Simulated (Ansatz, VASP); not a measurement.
**Two plane-wave programs on MoS2**

Contents of INCAR:

```
SYSTEM = MoS2
PREC = Accurate
ENCUT = 520
EDIFF = 1E-6
ISMEAR = 0
SIGMA = 0.05
LREAL = .FALSE.
LASPH = .TRUE.
NELM = 150
ALGO = Normal
ISIF = 2
LWAVE = .FALSE.
LCHARG = .FALSE.
ISPIN = 2
MAGMOM = 2 0 0
LORBIT = 11
LMAXMIX = 4
LDAU = .TRUE.
LDAUTYPE = 2
LDAUL = 2 -1
LDAUU = 6 0
LDAUJ = 0 0
LDAUPRINT = 1
GGA = PE
NBANDS = 24
```

The input KPOINTS:

```
Automatic mesh
0
G
  7 7 7
  0 0 0
```

File POSCAR:

```
MoS2
1.0
    1.5814998900      0.9130793900      6.1233282100
   -1.5814998900      0.9130793900      6.1233282100
    0.0000000000     -1.8261587800      6.1233282100
Mo S
1 2
Direct
    0.0000000000      0.0000000000      0.0000000000
    0.7484000000      0.7484000000      0.7484000000
    0.5849000000      0.5849000000      0.5849000000
```

Input for Ansatz:

```yaml
crystal:
  lattice:
    - [1.58149989, 0.91307939, 6.12332821]
    - [-1.58149989, 0.91307939, 6.12332821]
    - [0.0, -1.82615878, 6.12332821]
  atoms:
    - { symbol: Mo, position: [0.0, 0.0, 0.0], spin: 2.0 }
    - { symbol: S, position: [0.7484, 0.7484, 0.7484] }
    - { symbol: S, position: [0.5849, 0.5849, 0.5849] }
basis:
  ecutwfc: 420
  ecutrho_ratio: 4
kpoints:
  mp_grid: { grid: [7, 7, 7] }
hamiltonian:
  xc: pbe
  hubbard: { sites: [{ site: 0, l: d, u_eff: 6.0 }] }
scf:
  occupations: { method: gaussian, width: 0.05 }
  lower_state_search: "off"
  max_iter: 150
output:
  forces: true
  stress: true
  eigenvalues: true
  populations: true
  hubbard: { sites: [{ site: 0, l: d }] }
magnetization:
  spin_polarized: true
```

Alike in both runs: task single point; functional PBE; k mesh 7 × 7 × 7; occupations gaussian, width 0.05 eV; collinear spin; Hubbard terms Mo d U = 6.0 eV.

|  | VASP | Ansatz |
| --- | --- | --- |
| version | VASP 6.6.1 | Ansatz 0.2.0 |
| potentials or method | VASP PAW PBE potentials, release 64 (Mo_sv, S) | scalar-relativistic, plane waves, PAW |
| plane-wave cutoff (eV) | 520 | 420 |
| valence electrons in the cell | 26 | 26 |

Ansatz gave:

| Item | Value |
| --- | --- |
| gap on the k mesh at the Fermi level (eV) | 0.83 |
| least direct gap on the mesh (eV) | 1.79 |
| pressure (GPa) | 9.5 |
| largest component of the traceless stress (GPa) | 4.18 |
| rms of the force components (eV/Å) | 0.596 |
| net moment per atom (μB) | 0.00 |

Estimate VASP's values.

gap on the k mesh at the Fermi level (eV): 0.94; least direct gap on the mesh (eV): 2.02; pressure (GPa): 13.1; largest component of the traceless stress (GPa): 4.75; rms of the force components (eV/Å): 0.808; net moment per atom (μB): 0.00.

The programs project onto different local orbitals, so the same U acts differently. Atom by atom the forces differ by 0.211 eV/Å (rms over components). Ansatz warned: «seeded_moment_not_kept».

Caveats: an odd mesh through Γ misses points on the zone boundary, where band edges often lie; forces of over 1 eV/Å show positions far from the minimum, so gaps and moduli don't describe the material at rest. The state reached can hang on the start; a lower one may exist.
